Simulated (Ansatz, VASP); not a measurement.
# One calculation of Hf, two programs

The input INCAR:

```
SYSTEM = Hf
ALGO     = Fast           ! electronic algorithm
EDIFF    = 1E-6           ! SCF threshold, eV
ENCUT    = 520            ! plane-wave cutoff, eV
GGA      = PE             ! functional
ISIF     = 2              ! what is computed and relaxed
ISMEAR   = -1             ! smearing method
LASPH    = .TRUE.         ! aspherical terms in the spheres
LCHARG   = .TRUE.         ! write CHGCAR
LELF     = .TRUE.         ! ELF
LREAL    = .FALSE.        ! projectors in reciprocal space
LVHAR    = .TRUE.       
LWAVE    = .FALSE.        ! write WAVECAR
NBANDS   = 11             ! bands
NELM     = 100            ! most SCF steps
PREC     = Accurate       ! precision mode
SIGMA    = 0.05           ! smearing width, eV
```

The input KPOINTS:

```
k-points
0
G
  9 9 9
  0 0 0
```

Contents of POSCAR:

```
Hf
1.0
    2.8744293617      0.0000000000      0.0000000000
    0.0000000000      2.8744293617      0.0000000000
    0.0000000000      0.0000000000      2.8744293617
Hf
1
Direct
    0.5000000000      0.5000000000      0.5000000000
```

The input input.yaml:

```yaml
crystal:
  lattice:
    - [2.8744293617, 0.0, 0.0]
    - [0.0, 2.8744293617, 0.0]
    - [0.0, 0.0, 2.8744293617]
  atoms:
    - { symbol: Hf, position: [0.5, 0.5, 0.5] }
hamiltonian:
  xc: pbe
  pseudopotentials: { kind: paw }
kpoints:
  mp_grid: { grid: [9, 9, 9] }
scf:
  occupations: { method: fermi_dirac, width: 0.05 }
output:
  forces: true
  stress: true
  eigenvalues: true
```

The cell was built by a generator and needn't be a form met in nature.

Alike in both runs: task single point; functional PBE; k mesh 9 × 9 × 9; occupations fermi-dirac, width 0.05 eV; no spin polarisation.

```csv
,VASP,Ansatz
version,VASP 6.6.1,Ansatz 0.2.0
potentials or method,"VASP PAW PBE potentials, release 64 (Hf_pv)",Ansatz PAW
plane-wave cutoff (eV),520,420
valence electrons in the cell,10,26
```

|  | VASP | Ansatz | Ansatz less VASP |
| --- | --- | --- | --- |
| gap on the k mesh at the Fermi level (eV) | none | none | - |
| pressure (GPa) | 3.1 | 3.4 | +0.30 |

A gap of «none» marks a metal or a gap that the smearing closes. The two sets of potentials don't hold the same shells in valence.

The runs have no spin-orbit coupling, so splittings on Hf are missing.
